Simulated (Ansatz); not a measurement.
# CuAu in Ansatz: the effect of functional

The system is CuAu.

```
CELL_PARAMETERS angstrom
2.81075 0.00000 0.00000
0.00000 2.81075 0.00000
0.00000 0.00000 3.68500
ATOMIC_POSITIONS crystal
Au 0.00000 0.00000 0.00000
Cu 0.50000 0.50000 0.50000
```

Alike in all runs:

```yaml
Program: Ansatz 0.2.0
Task: projected density of states
Potentials_or_basis: Ansatz PAW
k_mesh: 5 × 5 × 4
Occupations: fermi-dirac, width 0.05 eV
Spin: no spin polarisation
```

```csv
functional,cutoff,pressure (GPa)
LDA,420 eV (not typed: the program's choice for these potentials),-9.4
PBEsol,420 eV (not typed: the program's choice for these potentials),-4.2
RPBE,420 eV (not typed: the program's choice for these potentials),8.6
revPBE,420 eV (not typed: the program's choice for these potentials),?
BLYP,420 eV (not typed: the program's choice for these potentials),14.1
r2SCAN,500 eV (not typed: the program's choice for these potentials),-0.7
HSE06,420 eV (not typed: the program's choice for these potentials),1.9
PBE0,420 eV (not typed: the program's choice for these potentials),1.9
r2SCAN0,500 eV (not typed: the program's choice for these potentials),-0.7
```

Task: What does the run with functional revPBE give?

Result: Pressure 7.4 GPa.

Caveats: all runs use coarse meshes; the PAW data sets come from PBE, with cores solved anew for the run's functional, which leaves a small shift of forces and pressure; the density of states is complete only up to the lowest level of the last band computed; the thresholds are loose for stress (some runs).

Runs at the PBE level aren't shown here.
